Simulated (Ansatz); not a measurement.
# Tuning gaps by epitaxial strain

Plane-wave DFT in Ansatz, r2SCAN, scalar-relativistic PAW potentials, cutoff 500 eV, no spin-orbit coupling; no spin polarisation. Equal strain along a and b of the conventional cell, c and the atoms relaxed; gaps sought over the whole zone. A star marks a structure that wasn't matched here to a measured phase, so it may never have been made and needn't be stable; unstarred phases aren't always the most stable ones.

```tsv
crystal	strain: gap (eV)
HfO₂ (P4_2/mnm)*	-6.0 %: 4.478; -4.0 %: 4.613; -2.0 %: 4.654; +0.0 %: 4.531; +2.0 %: 4.394; +4.0 %: 4.303; +6.0 %: 4.272
AlN (P6_3mc)	-4.5 %: 5.313; -3.0 %: 5.296; -1.5 %: 5.201; +0.0 %: 4.880; +1.5 %: 4.560; +3.0 %: 4.248; +4.5 %: 3.950
TiO₂ (I4_1/amd)	-3.0 %: 2.882; -2.0 %: 2.756; -1.0 %: 2.637; +0.0 %: 2.529; +1.0 %: 2.432; +2.0 %: 2.350; +3.0 %: 2.279
ZnS (P6_3mc)	-3.0 %: 2.746; -2.0 %: 2.778; -1.0 %: 2.787; +0.0 %: 2.777; +1.0 %: 2.753; +2.0 %: 2.657; +3.0 %: 2.555
ZnO (P6_3mc)	-6.0 %: 1.122; -4.0 %: 1.172; -2.0 %: 1.211; +0.0 %: 1.238; +2.0 %: 1.252; +4.0 %: 1.260; +6.0 %: 1.283
```

Q: What are the slopes on either side of zero strain, and why can they differ?

A: HfO₂ (P4_2/mnm)* -62 and -69; AlN (P6_3mc) -214 and -213; TiO₂ (I4_1/amd) -108 and -97; ZnS (P6_3mc) -10 and -24; ZnO (P6_3mc) +14 and +7 meV per % (over the first step on the compressive side, then on the tensile side; a positive slope means the gap grows as the plane is stretched). No slope drops markedly, so one pair of band edges probably holds through zero strain, and what differs is curvature. Relaxations kept the strained cell's symmetry, so distortions at large strain weren't sought, and coherent films seldom hold more than 2 to 3 %. The slope of one pair of band edges is as a rule more reliable than the Kohn–Sham gap, while the strain at which pairs cross shifts with the functional.

Spin-orbit coupling, left out, matters for the members with heavy elements.

Cost: about 62 core-minutes for the runs cited, on Intel Xeon Processor @ 2.50GHz (Skylake/Cascade Lake), Arm Neoverse V1, AMD EPYC 7R43 (Zen 3) and other processors (shared hosts).